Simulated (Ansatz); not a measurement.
The calculation used DFT PBE, scalar-relativistic, plane waves, PAW in Ansatz. Plane waves to 420 eV, a 12×12×12 mesh through Γ for the 4-atom cell and 0.02 eV Gaussian smearing; no spin polarisation.

Energies over the elements count from the elements' standard structures at the same level (N₂ as a molecule), with no fitted energy shifts.

**Question.** Find a candidate trigonal semiconductor made of Al, N and Sc, with a gap near 0.8 eV, a formation energy near −1.46 eV/atom and a density near 4.16 g/cm³, in a cell of 4 atoms.

**Answer.** ScAlN₂, space group R-3m (No. 166). Sc has 6 N at 2.21 Å, 6 Al at 3.03 Å and 6 Sc at 3.06 Å; around Al lie 6 N at 2.10 Å and 6 Sc at 3.03 Å; N is surrounded by 3 Al at 2.10 Å and 3 Sc at 2.21 Å.

```cif
data_structure
_symmetry_space_group_name_H-M 'R-3m:H'
_symmetry_Int_Tables_number 166
_cell_length_a 3.0553
_cell_length_b 3.0553
_cell_length_c 14.8083
_cell_angle_alpha 90.000
_cell_angle_beta 90.000
_cell_angle_gamma 120.000
_cell_volume 119.72
loop_
_atom_site_label
_atom_site_type_symbol
_atom_site_symmetry_multiplicity
_atom_site_Wyckoff_symbol
_atom_site_fract_x
_atom_site_fract_y
_atom_site_fract_z
_atom_site_occupancy
Sc1 Sc 3 a 0.00000 0.00000 0.00000 1
Al1 Al 3 b 0.66667 0.33333 0.83333 1
N1 N 6 c 0.33333 0.66667 0.91022 1
```

The volume per atom is 9.98 Å³. The density is 4.16 g/cm³. The energy over the elements is −1.463 eV/atom and the gap on the 12×12×12 mesh of the 4-atom cell is 0.80 eV.

The structure comes from a generated guess, relaxed at this level; another structure or a mixture of phases may lie lower. Other answers may fit too; this one was computed.

Kohn–Sham gaps at this level usually fall short of measured ones. A structure relaxed within its symmetry needn't be a true minimum.
